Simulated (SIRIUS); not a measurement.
# Hf (Pm-3m) in SIRIUS: further runs, part 3 of 3

SIRIUS 7.12.0. Earlier steps stand in the parts before.

### 8 Equation of state, BLYP, 26.22 Å³/atom (volume scaled by 1.06)

Input file sirius.json:

```json
{
  "control": {
    "processing_unit": "cpu",
    "std_evp_solver_name": "lapack",
    "gen_evp_solver_name": "lapack",
    "verbosity": 2,
    "print_forces": false,
    "ortho_rf": true,
    "use_second_variation": true,
    "rmt_max": 3.0,
    "num_bands_to_print": 21,
    "save_wf": true
  },
  "parameters": {
    "electronic_structure_method": "full_potential_lapwlo",
    "xc_functionals": ["XC_GGA_X_B88", "XC_GGA_C_LYP"],
    "core_relativity": "dirac",
    "valence_relativity": "iora",
    "num_fv_states": 21,
    "smearing": "fermi_dirac",
    "smearing_width": 0.0018374661,
    "pw_cutoff": 20,
    "gk_cutoff": 3.47,
    "lmax_apw": 11,
    "lmax_rho": 8,
    "lmax_pot": 8,
    "num_mag_dims": 0,
    "auto_rmt": 0,
    "ngridk": [9, 9, 9],
    "shiftk": [0, 0, 0],
    "num_dft_iter": 80,
    "energy_tol": 1e-07,
    "density_tol": 1e-05,
    "use_symmetry": true
  },
  "settings": {"tol_ne": 1e-10},
  "iterative_solver": {"type": "exact"},
  "mixer": {"type": "anderson", "beta": 0.5, "max_history": 8},
  "unit_cell": {
    "lattice_vectors": [[5.6142970198, 0.0, 0.0], [0.0, 5.6142970198, 0.0], [0.0, 0.0, 5.6142970198]],
    "atom_types": ["Hf"],
    "atom_files": {"Hf": "Hf.json"},
    "atoms": {"Hf": [[0.5, 0.5, 0.5]]}
  }
}
```

Input file Hf.json:

```json
{
  "name": "hafnium",
  "symbol": "Hf",
  "number": 72,
  "mass": 178.49,
  "rmin": 1e-06,
  "rmt": 2.65,
  "nrmt": 800,
  "rinf": 17.22,
  "core": "1s2s2p3s3p3d4s4p4d",
  "valence": [
    {"basis": [{"enu": 0.06, "dme": 0, "n": 0, "auto": 0}, {"enu": 0.06, "dme": 1, "n": 0, "auto": 0}]},
    {"l": 0, "n": 1, "basis": [{"enu": 0.16, "dme": 0, "n": 0, "auto": 0}]},
    {"l": 1, "n": 2, "basis": [{"enu": 0.16, "dme": 0, "n": 0, "auto": 0}]},
    {"l": 2, "n": 3, "basis": [{"enu": 0.16, "dme": 0, "n": 0, "auto": 0}]},
    {"l": 3, "n": 4, "basis": [{"enu": 0.16, "dme": 0, "n": 0, "auto": 0}]},
    {"l": 4, "n": 5, "basis": [{"enu": 0.16, "dme": 0, "n": 0, "auto": 0}]}
  ],
  "lo": [
    {"l": 0, "basis": [{"enu": 0.16, "dme": 0, "n": 0, "auto": 0}, {"enu": 0.16, "dme": 1, "n": 0, "auto": 0}]},
    {
      "l": 0,
      "basis": [{"enu": -2.1907, "dme": 0, "n": 5, "auto": 1}, {"enu": -2.1907, "dme": 1, "n": 5, "auto": 1}]
    },
    {
      "l": 0,
      "basis": [{"enu": -2.1907, "dme": 1, "n": 5, "auto": 1}, {"enu": 0.16, "dme": 0, "n": 0, "auto": 0}]
    },
    {"l": 0, "basis": [{"enu": 0.16, "dme": 0, "n": 0, "auto": 0}, {"enu": 2.4384, "dme": 0, "n": 0, "auto": 0}]},
    {"l": 1, "basis": [{"enu": 0.16, "dme": 0, "n": 0, "auto": 0}, {"enu": 0.16, "dme": 1, "n": 0, "auto": 0}]},
    {
      "l": 1,
      "basis": [{"enu": -1.043, "dme": 0, "n": 5, "auto": 1}, {"enu": -1.043, "dme": 1, "n": 5, "auto": 1}]
    },
    {"l": 1, "basis": [{"enu": -1.043, "dme": 1, "n": 5, "auto": 1}, {"enu": 0.16, "dme": 0, "n": 0, "auto": 0}]},
    {"l": 1, "basis": [{"enu": 0.16, "dme": 0, "n": 0, "auto": 0}, {"enu": 2.7801, "dme": 0, "n": 0, "auto": 0}]},
    {"l": 2, "basis": [{"enu": 0.16, "dme": 0, "n": 0, "auto": 0}, {"enu": 0.16, "dme": 1, "n": 0, "auto": 0}]},
    {"l": 2, "basis": [{"enu": 0.16, "dme": 1, "n": 0, "auto": 0}, {"enu": 0.16, "dme": 2, "n": 0, "auto": 0}]},
    {"l": 2, "basis": [{"enu": 0.16, "dme": 0, "n": 0, "auto": 0}, {"enu": 2.3814, "dme": 0, "n": 0, "auto": 0}]},
    {"l": 3, "basis": [{"enu": 0.16, "dme": 0, "n": 0, "auto": 0}, {"enu": 0.16, "dme": 1, "n": 0, "auto": 0}]},
    {
      "l": 3,
      "basis": [{"enu": -0.3673, "dme": 0, "n": 4, "auto": 1}, {"enu": -0.3673, "dme": 1, "n": 4, "auto": 1}]
    },
    {
      "l": 3,
      "basis": [{"enu": -0.3673, "dme": 1, "n": 4, "auto": 1}, {"enu": 0.16, "dme": 0, "n": 0, "auto": 0}]
    },
    {"l": 3, "basis": [{"enu": 0.16, "dme": 0, "n": 0, "auto": 0}, {"enu": 3.4637, "dme": 0, "n": 0, "auto": 0}]},
    {"l": 4, "basis": [{"enu": 0.16, "dme": 0, "n": 0, "auto": 0}, {"enu": 0.16, "dme": 1, "n": 0, "auto": 0}]},
    {"l": 4, "basis": [{"enu": 0.16, "dme": 0, "n": 0, "auto": 0}, {"enu": 2.8941, "dme": 0, "n": 0, "auto": 0}]}
  ],
  "free_atom": [... radial grid and density of the free atom, the start of the SCF ...]
}
```

Input file sirius_start.json:

```json
{
  "control": {
    "processing_unit": "cpu",
    "std_evp_solver_name": "lapack",
    "gen_evp_solver_name": "lapack",
    "verbosity": 1,
    "print_forces": false,
    "ortho_rf": true,
    "use_second_variation": true,
    "rmt_max": 3.0,
    "num_bands_to_print": 21,
    "save_wf": false
  },
  "parameters": {
    "electronic_structure_method": "full_potential_lapwlo",
    "xc_functionals": ["XC_LDA_X", "XC_LDA_C_PW"],
    "core_relativity": "dirac",
    "valence_relativity": "iora",
    "num_fv_states": 21,
    "smearing": "fermi_dirac",
    "smearing_width": 0.0055123983,
    "pw_cutoff": 20,
    "gk_cutoff": 2.78,
    "lmax_apw": 11,
    "lmax_rho": 8,
    "lmax_pot": 8,
    "num_mag_dims": 0,
    "auto_rmt": 0,
    "ngridk": [4, 4, 4],
    "shiftk": [0, 0, 0],
    "num_dft_iter": 30,
    "energy_tol": 0.01,
    "density_tol": 0.05,
    "use_symmetry": true
  },
  "settings": {"tol_ne": 1e-10},
  "iterative_solver": {"type": "exact"},
  "mixer": {"type": "anderson", "beta": 0.5, "max_history": 8},
  "unit_cell": {
    "lattice_vectors": [[5.6142970198, 0.0, 0.0], [0.0, 5.6142970198, 0.0], [0.0, 0.0, 5.6142970198]],
    "atom_types": ["Hf"],
    "atom_files": {"Hf": "Hf.json"},
    "atoms": {"Hf": [[0.5, 0.5, 0.5]]}
  }
}
```

Run with:

```console
OMP_NUM_THREADS=1 sirius.scf --input=sirius_start.json --output=start.json
OMP_NUM_THREADS=1 sirius.scf --input=sirius.json --output=output.json --task=1
```

It took 34 s on 1 thread of Arm Neoverse V2, shared host; peak memory 0.34 GiB.

The run converged. Its results:

```
Free energy                                       : -410856.1277 eV
Band gap on the k mesh                            : none (metal or under the smearing width)
All electrons inside the program's atomic spheres : Hf 70.10 (radii Hf 2.65 bohr)
```

### 9 Equation of state, BLYP

Potentials or basis: all-electron FP-LAPW, apw+lo standard.

This step only gathers the single runs of the series.

What came out:

| Property | Result |
| --- | --- |
| Equilibrium volume | 25.72 Å³/atom |
| Bulk modulus | 73 GPa |
| Pressure derivative of the bulk modulus | 2.8 (rough: it moves with the points fitted) |

Energy against volume, from the lowest point:
```
volume (Å³/atom)  energy (meV/atom)
          23.255              60.49
          23.750              37.87
          24.244              20.36
          24.739               8.46
          25.234               1.75
          25.729               0.00
          26.223               1.71
```

Spin-orbit coupling is left out, which matters for the levels of Hf.
